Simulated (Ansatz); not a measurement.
# Au (P6_3/mmc) in Ansatz: density of states with r2SCAN+D3(BJ)

Aim: the density of states of Au with r2SCAN+D3(BJ).

All numbers are computed with Ansatz 0.2.0; they aren't measurements. Logs are shortened: lines on timing, memory, paths and dates and some standing lists are left out, and cuts for length are marked.

## 1. The crystal as given

The structure is hexagonal, space group P6_3/mmc (No. 194). Conventional cell: a = 2.900 Å, b = 2.900 Å, c = 4.880 Å, α = 90.00°, β = 90.00°, γ = 120.00°. Au (site symmetry -6m2) has 12 Au at 2.90 to 2.96 Å as nearest neighbours.

This isn't the form of Au at room conditions, which is fcc.

## 2. Density of states, r2SCAN+D3(BJ)

The input, input.yaml:

```yaml
crystal:
  lattice:
    - [2.9, 0.0, 0.0]
    - [-1.45, 2.511473671, 0.0]
    - [0.0, 0.0, 4.88]
  atoms:
    - { symbol: Au, position: [0.6666666667, 0.3333333333, 0.25] }
    - { symbol: Au, position: [0.3333333333, 0.6666666667, 0.75] }
hamiltonian:
  xc: r2scan
  pseudopotentials: { kind: paw }
  dispersion: d3bj
kpoints:
  mp_grid: { grid: [11, 11, 6] }
scf:
  occupations: { method: tetrahedron }
  n_extra_bands: 6
output:
  forces: true
  stress: true
  dos: { projected: false, de: 0.05, nscf_kmesh: { grid: [17, 17, 9] } }
  write_density: true
  write_potential: true
  elf: true
  volumetric_format: npy
```

Potentials or basis: Ansatz PAW.

Started as:

```
$ ansatz run input.yaml --threads 2 --pin off --max-ram 5632MiB --backend cpu --events-out ev --progress --plain --runs-dir out
```

Standard output:

```text
Warning: output.forces, output.stress, relax.cell or npt_langevin: where a Kohn–Sham band that disperses or a degenerate level is filled in part under the method tetrahedron, the forces or the stress that this run publishes need not agree with its energy (scf.occupations.method in the input reference, under Limitations); prefer a smearing scheme for the forces or the stress
Warning: the engine holds no damping parameters fitted to this dispersion correction and functional, so the run takes those fitted to r2scan beside the three-body term, which d3bj leaves out (hamiltonian.dispersion, under Limitations)
Warning: RAYON_NUM_THREADS=2 ignored (pool sized by the plan → 2); use --threads N
scf.n_extra_bands = 6 over 19 filled bands (N_el = 38.0): the run solves 25 bands
Engine: ansatz 0.2.0, aarch64-unknown-linux-gnu
Pseudopotentials: kind: paw
Pseudopotential: Au, paw, valence charge 19, recommended cutoff 500 eV (meta_gga), Au.paw.azcp
Functional definition: r2SCAN
  parameter k0 = 0.174
  parameter k1 = 0.065
  parameter a1 = 4.9479
  exchange = r2scan_x(k0 = k0, k1 = k1, a1 = a1)
  correlation = r2scan_c
Crystal: 2 atoms, lattice volume = 35.542 Å³
Basis set: ecut = 500 eV, 893 PW (Γ), exchange–correlation on 96×96×144 points (64 copies of the dense FFT grid, shifted against one another)
Bands: 25, of which v1, the nominal top of the filled ones, is band 19 counted from 1 (18 counted from 0)
Symmetry: 24 space group operations
Space group: P63/mmc (ITA 194), of the structure as read, at distance tolerance 3.3e-5 Å
k-points: 64 of 726
Non-local potential: Au, projectors of the file, l = 0: 3, l = 1: 2, l = 2: 2, l = 3: 1
PAW form: soft (Blöchl's): semilocal exchange-correlation on the pseudo side does not see the compensation charge
PAW frozen core: Au, regenerated for the run's functional (the file was generated under x = pbe(κ = 0.804, μ = 0.2195149727645171), c = pbe(β = 0.06672455060314922))
PAW one-centre angular grid: Au, 590 points (default); XC on 160 Gauss nodes
Initial density: superposition of atomic densities (neutral atoms: chi_scale 0, normalization atom), corrected by the library's trained network
Initial wavefunctions: pseudopotential atomic-orbital guess
Functional: x = r2scan, c = r2scan; τ floored in thin density (d = 2e-4 eV/Å³)
SCF iter   1: F=—  HF=-26327.628690 eV  |F-HF|=—  |Δ(HF+E_count)|=         —  Δρ=1.48e-2  dr2=7.97e-2  dr2_τ=5.59e-3  ethr=1.77e-3  ⟨swp⟩=5.1  Hψ=6626  notcnv=0
preconditioner: auto → Kerker (q_TF=auto, 2.759 Å⁻¹)  [metal: no gap  n_scr=10 (ndim 8)  ℏωp=29.2 eV  f_vac=0.000]
SCF iter   2: F=—  HF=-26327.611940 eV  |F-HF|=—  |Δ(HF+E_count)|=   1.67e-2  Δρ=5.85e-3  dr2=1.14e-2  dr2_τ=2.14e-3  ethr=2.10e-4  ⟨swp⟩=2.3  Hψ=2611  notcnv=0  defer=76
SCF iter   3: F=—  HF=-26327.612596 eV  |F-HF|=—  |Δ(HF+E_count)|=   6.55e-4  Δρ=2.12e-3  dr2=1.27e-3  dr2_τ=5.79e-5  ethr=3.01e-5  ⟨swp⟩=2.1  Hψ=2392  notcnv=0  defer=76
SCF iter   4: F=—  HF=-26327.612999 eV  |F-HF|=—  |Δ(HF+E_count)|=   4.03e-4  Δρ=6.08e-4  dr2=8.72e-5  dr2_τ=7.28e-6  ethr=3.33e-6  ⟨swp⟩=2.2  Hψ=3064  notcnv=0  defer=76
SCF iter   5: F=—  HF=-26327.613053 eV  |F-HF|=—  |Δ(HF+E_count)|=   5.46e-5  Δρ=1.77e-4  dr2=1.34e-5  dr2_τ=5.59e-7  ethr=2.29e-7  ⟨swp⟩=2.3  Hψ=2577  notcnv=0  defer=76
SCF iter   6: F=—  HF=-26327.613056 eV  |F-HF|=—  |Δ(HF+E_count)|=   3.35e-6  Δρ=3.40e-5  dr2=3.98e-7  dr2_τ=9.23e-9  ethr=3.52e-8  ⟨swp⟩=2.1  Hψ=2520  notcnv=0  defer=76
SCF iter   7: F=-26327.613057 eV  HF=-26327.613057 eV  |F-HF|=1.17e-8  |Δ(HF+E_count)|=   9.57e-7  Δρ=8.58e-6  dr2=2.67e-8  dr2_τ=2.70e-9  ethr=2.63e-10  ⟨swp⟩=9.8  Hψ=9933  notcnv=0
SCF 1 converged in 7 iterations: F = -26327.613057 eV  dr2 = 2.67e-8
NSCF: frozen V_eff on 165 k-points
SCF converged after 7 iterations
Stability not checked: this state was not tested for a lower state beside it, because cold or Methfessel-Paxton smearing, or corrected tetrahedra, fill the levels in a way that the test cannot read (fill_not_monotonic; see scf.lower_state_search)
Free energy (F): -26327.613057 eV
Harris-Foulkes:  -26327.613057 eV  (|F-HF|=1.17e-8)
Internal energy: -26327.612647 eV  (E = F + TS)
E sigma→0 (E₀):  -26327.613057 eV
Entropy (-TS):   -0.000411 eV (-0.205 meV/atom)
Fermi energy:    19.395896 eV
--- Per-component energies (eV) ---
  E_band       = -488.551112
  E_kinetic    = 1210.098489
  E_local      = -3547.057483  (includes V_loc(G=0)·N_el)
  E_nonlocal   = 152.042304
  E_hartree    = 1509.050610
  E_xc         = -435.640895
  E_vxc        = -612.678814  (∫ρ·V_xc dr)
  E_paw        = -19462.627388  (= ΣΔE_a)
  E_vpaw       = -750.887098  (= ΣTr[D̂ρ^β])
  E_aug_tail   = 0.001409  (compensation charges beyond the density's cutoff)
  E_vtau       = 41.820164  (kinetic-family band-sum trace: ∫τ·v_τ [+ j·A + Jᵃ·Aᵃ] dr)
  E_ewald      = -5752.522283
  E_disp       = -0.604762  (pairwise vdW)
  E_core_change = -0.352647  (= ΣΔE_core)
  E_smearing   = -0.000411  (= −TS)
  E_closure    = 0.000000  (closes the sum)
  Σ components = -26327.613057   (vs F -26327.613057, Δ=0.00e0)
--- Forces (eV/Å), atoms counted from 1 ---
  atom   1  Au    -0.00000000    -0.00000000     0.00000000
  atom   2  Au     0.00000000     0.00000000    -0.00000000
  max |Σ_I F_I| component: 9.25e-18 eV/Å
--- Stress (GPa, compression-positive) ---
       -4.441584       0.000000      -0.000000
        0.000000      -4.441584      -0.000000
       -0.000000      -0.000000      -4.764929
  P = ⅓ Tr σ = -4.5494 GPa (-45.494 kbar)
--- Band table (eV; the first three rows and the last of 64) ---
  k-point 0: bands = ["-88.1339", "-88.1251", "-39.0888", "-38.9355", "-38.9355", "-38.9102", "-38.9102", "-38.9099", "9.7230", "12.0472", "14.4358", "14.7189", "14.7189", "15.0100", "15.0100", "15.6783", "15.6783", "16.9794", "16.9794", "18.5630", "21.8842", "34.6667", "35.6561", "36.7458", "38.2087"]
  k-point 1: bands = ["-88.1333", "-88.1257", "-39.0769", "-38.9338", "-38.9338", "-38.9220", "-38.9119", "-38.9119", "9.9502", "12.0391", "14.3905", "14.6741", "14.6741", "14.9481", "14.9481", "15.8346", "15.8346", "16.9428", "16.9428", "17.1900", "23.6975", "34.1497", "35.8730", "36.2818", "38.0057"]
  k-point 2: bands = ["-88.1317", "-88.1273", "-39.0444", "-38.9550", "-38.9292", "-38.9292", "-38.9166", "-38.9166", "10.5798", "11.9086", "14.3273", "14.6336", "14.6336", "14.8085", "14.8085", "15.4593", "16.1779", "16.1779", "16.8048", "16.8048", "26.8098", "32.9538", "35.1296", "35.4556", "37.9436"]
  k-point 63: bands = ["-88.1204", "-88.1204", "-39.0756", "-39.0756", "-39.0330", "-39.0330", "-38.9517", "-38.9517", "13.3370", "13.3370", "14.0758", "14.0758", "14.7521", "14.7521", "15.6401", "15.6401", "17.0714", "17.0714", "23.1802", "23.1802", "23.9416", "23.9416", "26.8896", "26.8896", "35.1889"]
```

Run time: 5.8 s. Hardware: 2 threads of Arm Neoverse V2, shared host; peak memory 0.42 GiB.

Results:

| Item | Value |
| --- | --- |
| Free energy | -26327.6131 eV |
| Pressure | -4.5 GPa |
| Band gap on the k mesh | none (metal or under the smearing width) |
| Density of states at the Fermi level | 0.59 states/eV per cell |

Stress tensor (GPa, compression positive):
```
-4.44  0.00  0.00
 0.00 -4.44  0.00
 0.00  0.00 -4.76
```

States per cell in windows of 0.5 eV (zero at the Fermi level; states under -8 eV left out):
| from (eV) | total |
| --- | --- |
| -8.0 | 0.17 |
| -7.5 | 0.37 |
| -7.0 | 1.33 |
| -6.5 | 1.62 |
| -6.0 | 1.89 |
| -5.5 | 1.91 |
| -5.0 | 2.26 |
| -4.5 | 2.54 |
| -4.0 | 2.01 |
| -3.5 | 1.68 |
| -3.0 | 1.90 |
| -2.5 | 2.75 |
| -2.0 | 0.48 |
| -1.5 | 0.27 |
| -1.0 | 0.27 |
| -0.5 | 0.28 |
| 0.0 | 0.29 |
| 0.5 | 0.27 |
| 1.0 | 0.25 |
| 1.5 | 0.27 |
| 2.0 | 0.29 |
| 2.5 | 0.28 |
| 3.0 | 0.25 |
| 3.5 | 0.20 |
| 4.0 | 0.29 |
| 4.5 | 0.37 |
| 5.0 | 0.41 |
| 5.5 | 0.35 |
| 6.0 | 0.28 |
| 6.5 | 0.34 |
| 7.0 | 0.39 |
| 7.5 | 0.30 |

Caveat: pairwise dispersion overbinds metals, which lowers pressure and volume; the PAW data sets come from PBE, with cores solved anew for the run's functional, which leaves a small shift of forces and pressure; with tetrahedron occupations forces and stress needn't match the slope of the energy; the dispersion damping was fitted for another functional or another form of the correction.
